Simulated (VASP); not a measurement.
# C61N2 (a cell with a defect) in VASP: relaxation of the atoms with PBE

Aim: the relaxation of the atoms of C61N2 (a cell with a defect) with PBE.

All numbers are computed with VASP 6.6.1; they aren't measurements. Logs are shortened: lines on timing, memory, paths and dates and some standing lists are left out, and cuts for length are marked.

## 1. The crystal as given

The cell holds a defect, 63 atoms: a = 7.144 Å, b = 7.144 Å, c = 7.144 Å, α = 90.00°, β = 90.00°, γ = 90.00°.

The cell was built by a generator and needn't be a form met in nature.

## 2. Relaxation of the atoms, PBE, collinear spin, ferromagnetic start

INCAR reads:

```
SYSTEM = C61N2
PREC = Accurate
ENCUT = 420
EDIFF = 1E-5
ISMEAR = 0
SIGMA = 0.01
LREAL = Auto
LASPH = .TRUE.
NELM = 100
ALGO = Normal
ISIF = 2
LWAVE = .FALSE.
LCHARG = .FALSE.
ISPIN = 2
MAGMOM = 0 0 0 0 0 0 0 0 0 0 0 0 0 0 0 0 0 0 0 0 0 0 0 0 0 0 0 0 0 0 0 0 0 0 0 0 0 0 0 0 0 0 0 0 0.5 0 0 0 0 0 0 0 0 0 0.5 0 0 0 0 0 0 0 0
LORBIT = 11
NUPDOWN = 1
GGA = PE
IBRION = 2
NSW = 40
EDIFFG = -0.01
NELECT = 255
ISYM = 0
NCORE = 4
```

KPOINTS reads:

```
Automatic mesh
0
G
  2 2 2
  0 0 0
```

POSCAR reads:

```
C61N2
1.0
    7.1440000000      0.0000000000      0.0000000000
    0.0000000000      7.1440000000      0.0000000000
    0.0000000000      0.0000000000      7.1440000000
N C
2 61
Direct
    0.1250000000      0.1250000000      0.1250000000
    0.1250000000      0.8750000000      0.8750000000
    0.0000000000      0.2500000000      0.2500000000
    0.1250000000      0.3750000000      0.3750000000
    0.2500000000      0.0000000000      0.2500000000
    0.3750000000      0.1250000000      0.3750000000
    0.2500000000      0.2500000000      0.0000000000
    0.3750000000      0.3750000000      0.1250000000
    0.0000000000      0.0000000000      0.5000000000
    0.1250000000      0.1250000000      0.6250000000
    0.0000000000      0.2500000000      0.7500000000
    0.1250000000      0.3750000000      0.8750000000
    0.2500000000      0.0000000000      0.7500000000
    0.3750000000      0.1250000000      0.8750000000
    0.2500000000      0.2500000000      0.5000000000
    0.3750000000      0.3750000000      0.6250000000
    0.0000000000      0.5000000000      0.0000000000
    0.1250000000      0.6250000000      0.1250000000
    0.0000000000      0.7500000000      0.2500000000
    0.1250000000      0.8750000000      0.3750000000
    0.2500000000      0.5000000000      0.2500000000
    0.3750000000      0.6250000000      0.3750000000
    0.2500000000      0.7500000000      0.0000000000
    0.3750000000      0.8750000000      0.1250000000
    0.0000000000      0.5000000000      0.5000000000
    0.1250000000      0.6250000000      0.6250000000
    0.0000000000      0.7500000000      0.7500000000
    0.2500000000      0.5000000000      0.7500000000
    0.3750000000      0.6250000000      0.8750000000
    0.2500000000      0.7500000000      0.5000000000
    0.3750000000      0.8750000000      0.6250000000
    0.5000000000      0.0000000000      0.0000000000
    0.6250000000      0.1250000000      0.1250000000
    0.5000000000      0.2500000000      0.2500000000
    0.6250000000      0.3750000000      0.3750000000
    0.7500000000      0.0000000000      0.2500000000
    0.8750000000      0.1250000000      0.3750000000
    0.7500000000      0.2500000000      0.0000000000
    0.8750000000      0.3750000000      0.1250000000
    0.5000000000      0.0000000000      0.5000000000
    0.6250000000      0.1250000000      0.6250000000
    0.5000000000      0.2500000000      0.7500000000
    0.6250000000      0.3750000000      0.8750000000
    0.7500000000      0.0000000000      0.7500000000
    0.8750000000      0.1250000000      0.8750000000
    0.7500000000      0.2500000000      0.5000000000
    0.8750000000      0.3750000000      0.6250000000
    0.5000000000      0.5000000000      0.0000000000
    0.6250000000      0.6250000000      0.1250000000
    0.5000000000      0.7500000000      0.2500000000
    0.6250000000      0.8750000000      0.3750000000
    0.7500000000      0.5000000000      0.2500000000
    0.8750000000      0.6250000000      0.3750000000
    0.7500000000      0.7500000000      0.0000000000
    0.8750000000      0.8750000000      0.1250000000
    0.5000000000      0.5000000000      0.5000000000
    0.6250000000      0.6250000000      0.6250000000
    0.5000000000      0.7500000000      0.7500000000
    0.6250000000      0.8750000000      0.8750000000
    0.7500000000      0.5000000000      0.7500000000
    0.8750000000      0.6250000000      0.8750000000
    0.7500000000      0.7500000000      0.5000000000
    0.8750000000      0.8750000000      0.6250000000
```

Potentials or basis: VASP PAW PBE potentials, release 64 (N, C).

Launch:

```bash
$ cat potpaw_PBE.64/N/POTCAR potpaw_PBE.64/C/POTCAR > POTCAR
$ mpirun -np 8 vasp_std > vasp.out
```

OUTCAR:

```text
SYSTEM = C61N2
   PREC = Accurate
   ENCUT = 420
   EDIFF = 1E-5
   ISMEAR = 0
   LREAL = Auto
   LASPH = .TRUE.
   NELM = 100
   ISIF = 2
   ISPIN = 2
   LORBIT = 11
   NUPDOWN = 1
   GGA = PE
   IBRION = 2
   NSW = 40
   EDIFFG = -0.01
   NELECT = 255
   ISYM = 0

 ion  position               nearest neighbor table
   1  0.125  0.125  0.125-   3 1.55   5 1.55   7 1.55
   2  0.125  0.875  0.875-  13 1.55  23 1.55  27 1.55
   3  0.000  0.250  0.250-   1 1.55   4 1.55  37 1.55  39 1.55
   4  0.125  0.375  0.375-   3 1.55  15 1.55  21 1.55  25 1.55
   5  0.250  0.000  0.250-   1 1.55   6 1.55  20 1.55  24 1.55
   6  0.375  0.125  0.375-   5 1.55  15 1.55  34 1.55  40 1.55
   7  0.250  0.250  0.000-   1 1.55   8 1.55  12 1.55  14 1.55
   8  0.375  0.375  0.125-   7 1.55  21 1.55  34 1.55  48 1.55
[... 41 lines left out ...]
  50  0.500  0.750  0.250-  22 1.55  24 1.55  49 1.55  51 1.55
  51  0.625  0.875  0.375-  36 1.55  40 1.55  50 1.55  62 1.55
  52  0.750  0.500  0.250-  35 1.55  39 1.55  49 1.55  53 1.55
  53  0.875  0.625  0.375-  19 1.55  25 1.55  52 1.55  62 1.55
  54  0.750  0.750  0.000-  49 1.55  55 1.55  59 1.55  61 1.55
  55  0.875  0.875  0.125-  19 1.55  36 1.55  54 1.55
  56  0.500  0.500  0.500-  16 1.55  22 1.55  35 1.55  57 1.55
  57  0.625  0.625  0.625-  56 1.55  58 1.55  60 1.55  62 1.55
  58  0.500  0.750  0.750-  29 1.55  31 1.55  57 1.55  59 1.55
  59  0.625  0.875  0.875-  32 1.55  44 1.55  54 1.55  58 1.55
  60  0.750  0.500  0.750-  43 1.55  47 1.55  57 1.55  61 1.55
  61  0.875  0.625  0.875-  17 1.55  27 1.55  54 1.55  60 1.55
  62  0.750  0.750  0.500-  51 1.55  53 1.55  57 1.55  63 1.55
  63  0.875  0.875  0.625-   9 1.55  27 1.55  44 1.55  62 1.55

IMPORTANT INFORMATION: All symmetrisations will be switched off!
NOSYMM: (Re-)initialisation of all symmetry stuff for point group C_1.

----------------------------------------------------------------------------------------

                                     Primitive cell

  volume of cell :     364.6064

  direct lattice vectors                    reciprocal lattice vectors
     7.144000000  0.000000000  0.000000000     0.139977604  0.000000000  0.000000000
     0.000000000  7.144000000  0.000000000     0.000000000  0.139977604  0.000000000
     0.000000000  0.000000000  7.144000000     0.000000000  0.000000000  0.139977604

  length of vectors
     7.144000000  7.144000000  7.144000000     0.139977604  0.139977604  0.139977604

  position of ions in fractional coordinates (direct lattice)
     0.125000000  0.125000000  0.125000000
     0.125000000  0.875000000  0.875000000
     0.000000000  0.250000000  0.250000000
     0.125000000  0.375000000  0.375000000
     0.250000000  0.000000000  0.250000000
     0.375000000  0.125000000  0.375000000
[... 55 lines left out ...]
     0.750000000  0.750000000  0.500000000
     0.875000000  0.875000000  0.625000000

  ion indices of the primitive-cell ions
   primitive index   ion index
                 1           1
                 2           2
                 3           3
                 4           4
                 5           5
                 6           6
[... 55 lines left out ...]
                62          62
                63          63

----------------------------------------------------------------------------------------

 KPOINTS: Automatic mesh

Automatic generation of k-mesh.
 Grid dimensions read from file:
 generate k-points for:    2    2    2

 Generating k-lattice:

  Cartesian coordinates                     Fractional coordinates (reciprocal lattice)
     0.069988802  0.000000000  0.000000000     0.500000000  0.000000000  0.000000000
     0.000000000  0.069988802  0.000000000     0.000000000  0.500000000  0.000000000
     0.000000000  0.000000000  0.069988802     0.000000000  0.000000000  0.500000000

  Length of vectors
     0.069988802  0.069988802  0.069988802

  Shift w.r.t. Gamma in fractional coordinates (k-lattice)
     0.000000000  0.000000000  0.000000000

 Subroutine IBZKPT returns following result:
 ===========================================
[... 47 lines left out ...]
   EFERMI_NEDOS =   21; number of points for ismear=-14 and -15
   IALGO  =     38    algorithm
   IMIX   =      4    mixing-type and parameters
     AMIX     =   0.40;   BMIX     =  1.00
     AMIX_MAG =   1.60;   BMIX_MAG =  1.00
  volume/ion in A,a.u.               =       5.79        39.06
  Fermi-wavevector in a.u.,A,eV,Ry     =   1.453160  2.746074 28.731070  2.111674
  Thomas-Fermi vector in A             =   2.570459
   LORBIT       =     11    0 simple, 1 ext, 2 COOP (PROOUT), +10 PAW based schemes
   GGA     = PE    functional components
   LHFCALC =     F    Hartree Fock is set to
   AEXX    =    0.0000 exact exchange contribution
   IVDW    =     0    specifies the selected vdW correction
   LEPSILON=     F    determine dielectric tensor
   LRPA    =     F    only Hartree local field effects (RPA)
 conjugate gradient relaxation of ions
 spin polarized calculation
 Gauss-broadening in eV      SIGMA  =   0.01
  energy-cutoff  :      420.00
  volume of cell :      364.61
 maximum number of plane-waves:      7184
 NGX is ok and might be reduce to    48
   NGX = 23   NGY = 23   NGZ = 23

--------------------------------------- Ionic step        1  -------------------------------------------

 number of electron     255.0000192 magnetization       1.0000002

 Free energy of the ion-electron system (eV)
  ---------------------------------------------------
  ext. energy  EPLUGINS =         0.00000000
  ---------------------------------------------------
  free energy    TOTEN  =      -553.81186341 eV

  energy without entropy =     -553.81186341  energy(sigma->0) =     -553.81186341

------------------------ aborting loop because EDIFF is reached ----------------------------------------

  FORCE on cell =-STRESS in cart. coord.  units (eV):
  Direction    XX          YY          ZZ          XY          YZ          ZX
  --------------------------------------------------------------------------------------
  -------------------------------------------------------------------------------------
  Total        7.7463822      3.6404006      3.6403969     -0.0004180      4.1811403      0.0004243
  in kB       34.0396563     15.9968852     15.9968688     -0.0018370     18.3730385      0.0018644
  external PRESSURE =      22.0111368 kB  Pullay stress =       0.0000000 kB
[... 272 lines left out ...]
  FREE ENERGIE OF THE ION-ELECTRON SYSTEM (eV)
  ---------------------------------------------------
  free  energy   TOTEN  =      -554.5311875666 eV

  energy  without entropy=     -554.5311875666  energy(sigma->0) =     -554.53118757

[... ionic steps 4 to 13 ...]

--------------------------------------- Ionic step       14  -------------------------------------------

 number of electron     255.0000114 magnetization       1.0000000

------------------------ aborting loop because EDIFF is reached ----------------------------------------
[... 189 lines left out ...]
--------------------------------------- Ionic step       16  -------------------------------------------

 number of electron     255.0000113 magnetization       1.0000000

 Free energy of the ion-electron system (eV)
  ---------------------------------------------------
  ext. energy  EPLUGINS =         0.00000000
  ---------------------------------------------------
  free energy    TOTEN  =      -554.70619074 eV

  energy without entropy =     -554.70619074  energy(sigma->0) =     -554.70619074

 E-fermi :  11.3048     XC(G=0): -13.1597

 val. band max:       11.6724234735   @ k =   0.0000   0.0000   0.0000
 cond. band min:      12.2181702491   @ k =   0.0000   0.5000   0.0000
 fundamental gap:      0.5457467756
 Fermi energy:        11.7458908859

 spin component 1

 k-point     1 :       0.0000    0.0000    0.0000
  band No.  band energies     occupation
      1     -12.2513      1.00000
      2     -10.7354      1.00000
      3     -10.4066      1.00000
      4      -9.8705      1.00000
      5      -9.8628      1.00000
      6      -9.7038      1.00000
[... 1125 lines left out ...]
    138      15.3365      0.00000
    139      15.3465      0.00000
 Fermi energy:        11.3047931647

 spin component 2

 k-point     1 :       0.0000    0.0000    0.0000
  band No.  band energies     occupation
      1     -12.2414      1.00000
      2     -10.7317      1.00000
      3     -10.3972      1.00000
      4      -9.8627      1.00000
      5      -9.8535      1.00000
      6      -9.6784      1.00000
[... 1125 lines left out ...]
    138      15.3466      0.00000
    139      15.3544      0.00000
 [bands above 139 left out]

------------------------ aborting loop because EDIFF is reached ----------------------------------------

  FORCE on cell =-STRESS in cart. coord.  units (eV):
  Direction    XX          YY          ZZ          XY          YZ          ZX
  --------------------------------------------------------------------------------------
  -------------------------------------------------------------------------------------
  Total       11.0779826      6.0538470      6.0538427      0.0000028      5.7132218     -0.0000031
  in kB       48.6795911     26.6022079     26.6021892      0.0000122     25.1054108     -0.0000137
  external PRESSURE =      33.9613294 kB  Pullay stress =       0.0000000 kB
[... 78 lines left out ...]
  FREE ENERGIE OF THE ION-ELECTRON SYSTEM (eV)
  ---------------------------------------------------
  free  energy   TOTEN  =      -554.7061907431 eV

  energy  without entropy=     -554.7061907431  energy(sigma->0) =     -554.70619074

 reached required accuracy - stopping structural energy minimisation

 total charge

# of ion       s       p       d       tot
------------------------------------------
    1        1.219   2.660   0.000   3.879
    2        1.219   2.660   0.000   3.879
    3        0.827   1.712   0.000   2.539
    4        0.835   1.753   0.000   2.587
    5        0.827   1.714   0.000   2.542
    6        0.836   1.759   0.000   2.595
[... 55 lines left out ...]
   62        0.831   1.739   0.000   2.570
   63        0.832   1.740   0.000   2.571
--------------------------------------------------
tot         53.227 111.709   0.000 164.936

 magnetization (x)

# of ion       s       p       d       tot
------------------------------------------
    1       -0.001   0.001   0.000   0.001
    2       -0.001   0.001   0.000   0.001
    3       -0.000  -0.001   0.000  -0.001
    4        0.000   0.000   0.000   0.000
    5        0.000   0.001   0.000   0.001
    6        0.000   0.001   0.000   0.001
[... 55 lines left out ...]
   62       -0.000  -0.001   0.000  -0.001
   63        0.001   0.004   0.000   0.005
--------------------------------------------------
tot          0.086   0.534   0.000   0.620
```

Run time: 46 min. Hardware: 8 MPI ranks of Intel Xeon Platinum 8175M at 2.50GHz (Skylake/Cascade Lake), shared host; peak memory 0.19 GiB.

What came out:

- Free energy: -554.7062 eV
- Energy gained by relaxing: 14.2 meV/atom
- Ionic steps: 16
- Largest force after relaxing: 0.008 eV/Å
- Net moment: 1.00 μB per cell
- Site moments: N +0.00; C -0.00, +0.00, +0.01, -0.01, +0.02, +0.24 μB
- Valence electrons inside the program's atomic spheres: N 3.88; C 2.54, 2.59, 2.60, 2.57, 2.58, 2.61, 2.56

Forces in eV/Å, atoms in the order of the input:
```
N    0.005 -0.002 -0.002
N    0.005  0.002  0.002
C    0.000  0.002  0.002
C   -0.001  0.000  0.000
C   -0.003  0.000  0.004
C    0.002 -0.003 -0.001
C   -0.003  0.004  0.000
C    0.002 -0.001 -0.003
C    0.000  0.000  0.000
C    0.002 -0.001  0.001
C   -0.001  0.003 -0.003
C    0.002 -0.001  0.001
C   -0.003  0.000 -0.004
C    0.004 -0.002  0.002
C   -0.001  0.004  0.000
C    0.005  0.002 -0.002
C    0.000  0.000  0.000
C    0.002  0.001 -0.001
C   -0.001 -0.003  0.003
C    0.002  0.001 -0.001
C   -0.001  0.000  0.004
C    0.005 -0.002  0.002
C   -0.003 -0.004  0.000
C    0.004  0.002 -0.002
C   -0.001  0.000  0.000
C   -0.001  0.000  0.000
C    0.000 -0.002 -0.002
C   -0.001  0.000 -0.004
C    0.002  0.001  0.003
C   -0.001 -0.004  0.000
C    0.002  0.003  0.001
C   -0.002  0.000  0.000
C    0.000 -0.001 -0.001
C   -0.003  0.002  0.002
C    0.000  0.002  0.002
C    0.001 -0.004  0.002
C   -0.001 -0.001  0.000
C    0.001  0.002 -0.004
C   -0.001  0.000 -0.001
C    0.001  0.000  0.000
C    0.000 -0.004  0.002
C   -0.003  0.005 -0.005
C    0.000 -0.002  0.004
C    0.001  0.004 -0.002
C   -0.002  0.000  0.000
C   -0.002  0.003  0.000
C    0.002  0.000  0.000
C    0.001  0.000  0.000
C    0.000  0.002 -0.004
C   -0.003 -0.005  0.005
C    0.000  0.004 -0.002
C   -0.002  0.000  0.003
C    0.002  0.000  0.000
C    0.001 -0.002  0.004
C   -0.002  0.000  0.000
C   -0.005  0.000  0.000
C    0.000 -0.002 -0.002
C   -0.003 -0.002 -0.002
C    0.000  0.001  0.001
C   -0.002  0.000 -0.003
C   -0.001  0.000  0.001
C   -0.002 -0.003  0.000
C   -0.001  0.001  0.000
```

The path:
```
step  energy change (eV)  largest force (eV/Å)  pressure (GPa)
   1              0.0000                2.6599            2.20
   2             -0.3682                2.6682            4.04
   3             -0.7193                0.9660            2.90
   4             -0.7649                0.7958            3.70
   5             -0.8644                0.2683            3.29
   6             -0.8840                0.2028            3.43
   7             -0.8884                0.1179            3.38
   8             -0.8920                0.1207            3.44
   9             -0.8925                0.0729            3.42
  10             -0.8938                0.0481            3.42
  11             -0.8938                0.0473            3.42
  12             -0.8942                0.0288            3.41
  13             -0.8942                0.0291            3.41
  14             -0.8943                0.0108            3.40
  15             -0.8943                0.0113            3.40
  16             -0.8943                0.0082            3.40
```

Caveat: the k mesh is coarse (spacing up to 0.44 Å⁻¹), so the values aren't converged; the cell carries a net charge on a neutralising background, which shifts energy and pressure; the cell is charged against a uniform background, so pressure and absolute levels hang on convention; the cutoff is under 1.25 times the usual one of these potentials, so pressure, stress and relaxed cells hold a basis-set (Pulay) error; the total moment is fixed, so each spin has its own Fermi level.
